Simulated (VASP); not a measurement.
# LiF: G0W0 on PBE, by volume over the given one and cell

LiF, Fm-3m (no. 225), 2 atoms in the cell. PBE, GW; PAW potentials F_GW, Li_GW (PBE set).

| Volume over the given one | Cell | Quasiparticle gap on the mesh (eV) | Gap of the starting point on the mesh (eV) | Quasiparticle gap at the zone centre (eV) | Starting gap at the zone centre (eV) | Correction of the gap between the band edges on the mesh (eV) | Time (s) |
|---|---|---|---|---|---|---|---|
| 0.94 | scale = 0.94 | 14.11 | 9.61 | 14.11 | 9.61 | 4.50 | 16 |
| 0.97 | scale = 0.97 | 13.78 | 9.32 | 13.78 | 9.32 | 4.46 | 17 |
| 1 | as given | 13.47 | 9.04 | 13.47 | 9.04 | 4.43 | 17 |
| 1.03 | scale = 1.03 | 13.18 | 8.79 | 13.18 | 8.79 | 4.39 | 17 |

Limits: the mesh is coarse: the screening isn't converged, and the gap may still move by about 0.1 eV.

## Input of the first row

INCAR.step1:
```
PREC = Accurate
ENCUT = 600
ISMEAR = 0
SIGMA = 0.05
LASPH = True
LREAL = False
GGA = PE
ALGO = Normal
EDIFF = 1E-8
NELM = 150
LWAVE = True
LCHARG = False
KPAR = 4
```

INCAR.step2, as INCAR.step1 but for:
```
- ALGO = Normal
- NELM = 150
+ ALGO = Exact
+ NELM = 1
+ ISTART = 1
+ NBANDS = 100
+ LOPTICS = True
```

INCAR.step3:
```
PREC = Accurate
ENCUT = 600
ISMEAR = 0
SIGMA = 0.05
LASPH = True
LREAL = False
GGA = PE
ALGO = EVGW0
NBANDS = 100
NBANDSGW = 8
ENCUTGW = 200
NOMEGA = 48
PRECFOCK = Fast
ISTART = 1
LWAVE = False
LCHARG = False
NELMGW = 1
KPAR = 4
```

KPOINTS:
```
k-points
0
Gamma
  4 4 4
```

POSCAR:
```
LiF
1.0
    0.0000000000      1.9728864230      1.9728864230
    1.9728864230      0.0000000000      1.9728864230
    1.9728864230      1.9728864230      0.0000000000
F Li
1 1
Direct
    0.5000000000      0.5000000000      0.5000000000
    0.0000000000      0.0000000000      0.0000000000
```

Commands (each step's output is kept before the next begins):
```
cat potpaw_PBE.64/F_GW/POTCAR potpaw_PBE.64/Li_GW/POTCAR > POTCAR
cp INCAR.step1 INCAR
mpirun -np 4 vasp_std > vasp.out
cp INCAR.step2 INCAR
mpirun -np 4 vasp_std > vasp.out
cp INCAR.step3 INCAR
mpirun -np 4 vasp_std > vasp.out
```

VASP 6.6.1 took 16 s on 4 cores (Intel Xeon Platinum 8259CL @ 2.50GHz (Skylake/Cascade Lake)), a shared host.
